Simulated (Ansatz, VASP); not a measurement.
This is a calculation of TePb for Ansatz 0.2.0. 

File input.yaml:

```yaml
crystal:
  lattice:
    - [0.0, 3.231, 3.231]
    - [3.231, 0.0, 3.231]
    - [3.231, 3.231, 0.0]
  atoms:
    - { symbol: Pb, position: [0.0, 0.0, 0.0] }
    - { symbol: Te, position: [0.5, 0.5, 0.5] }
kpoints:
  mp_grid: { grid: [7, 7, 7] }
scf:
  occupations: { method: fermi_dirac, width: 0.05 }
hamiltonian:
  xc: pbe
  dispersion: d3bj
  pseudopotentials: { kind: all_electron, lapw: { basis_error: 0.001 } }
output:
  forces: true
  stress: true
relax:
  f_tol: 0.01
  max_steps: 60
  cell: {}
```

Potentials or basis: all-electron LAPW, scalar-relativistic.

The run is started by

```bash
$ ansatz run input.yaml --threads 1 --pin off --max-ram 3072MiB --backend cpu --events-out ev --progress --plain --runs-dir out
```

Question: Set up the same calculation for VASP 6.6.1. Potentials or basis there: PBE PAW files Pb_d, Te, 600 eV.

Answer: As run (cutoffs and basis follow the program's own potentials, and thresholds, step limits or extra output files can differ):

INCAR

```
PREC = Accurate
ENCUT = 600
EDIFF = 1E-6
ISMEAR = -1
SIGMA = 0.05
LREAL = False
LASPH = True
NELM = 100
ALGO = Fast
ISIF = 3
LWAVE = False
LCHARG = False
GGA = PE
IVDW = 12
IBRION = 2
NSW = 40
EDIFFG = -0.01
```

File KPOINTS:

```
regular mesh
0
Gamma
  7 7 7
```

File POSCAR:

```
TePb
1.0
    0.0000000000      3.2310000000      3.2310000000
    3.2310000000      0.0000000000      3.2310000000
    3.2310000000      3.2310000000      0.0000000000
Pb Te
1 1
Direct
    0.0000000000      0.0000000000      0.0000000000
    0.5000000000      0.5000000000      0.5000000000
```

Potentials or basis: VASP PAW PBE potentials, release 64 (Pb_d, Te).

Command:

```console
$ cat potpaw_PBE.64/Pb_d/POTCAR potpaw_PBE.64/Te/POTCAR > POTCAR
$ mpirun -np 1 vasp_std > vasp.out
```

Both were run:

|  | Ansatz | VASP |
| --- | --- | --- |
| Relaxed volume | 33.87 Å³/atom | 33.82 Å³/atom |
| Relaxed cell | a = 4.576 Å, b = 4.576 Å, c = 4.576 Å, α = 60.00°, β = 60.00°, γ = 60.00° | a = 4.574 Å, b = 4.574 Å, c = 4.574 Å, α = 60.00°, β = 60.00°, γ = 60.00° |
| Space group after relaxing | Fm-3m (No. 225) | Fm-3m (No. 225) |
| Pressure after relaxing | 0.0 GPa | 0.0 GPa |

Where Ansatz's input types no cutoff or centring, it takes its own default and a Γ-centred mesh.

Pressure is positive in compression.
